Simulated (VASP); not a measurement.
CuCl (Nantokite):

```
CELL_PARAMETERS angstrom
0.00000 2.70285 2.70285
2.70285 0.00000 2.70285
2.70285 2.70285 0.00000
ATOMIC_POSITIONS crystal
Cu 0.00000 0.00000 0.00000
Cl 0.25000 0.25000 0.25000
```

- Program: VASP 6.6.1
- Task: relaxation of cell and atoms
- Functional: PBEsol
- Potentials or basis: VASP PAW PBE potentials, release 64 (Cu, Cl)
- Cutoff: 600 eV
- k mesh: 10 × 10 × 10
- Occupations: gaussian, width 0.03 eV
- Spin: no spin polarisation

At the start: pressure -3.2 GPa; volume 19.75 Å³/atom.

Question: How do energy, volume and symmetry change on relaxing?

Answer: Over 3 steps the energy falls by 12.4 meV/atom and the volume is 18.60 Å³/atom (-5.8 %); space group F-43m (No. 216, to 0.05 Å).

The path:
| step | energy change (eV) | largest force (eV/Å) | pressure (GPa) | volume (Å³) |
| --- | --- | --- | --- | --- |
| 1 | 0.0000 | 0.0000 | -3.22 | 39.49 |
| 2 | -0.0247 | 0.0000 | -0.10 | 37.27 |
| 3 | -0.0247 | 0.0000 | -0.04 | 37.21 |

Final structure:
```
CELL_PARAMETERS angstrom
0.00000 2.64977 2.64977
2.64977 0.00000 2.64977
2.64977 2.64977 0.00000
ATOMIC_POSITIONS crystal
Cu 0.00000 0.00000 0.00000
Cl 0.25000 0.25000 0.25000
```

Caveat: the PAW data sets were made with another functional, which shifts forces and pressure a little.
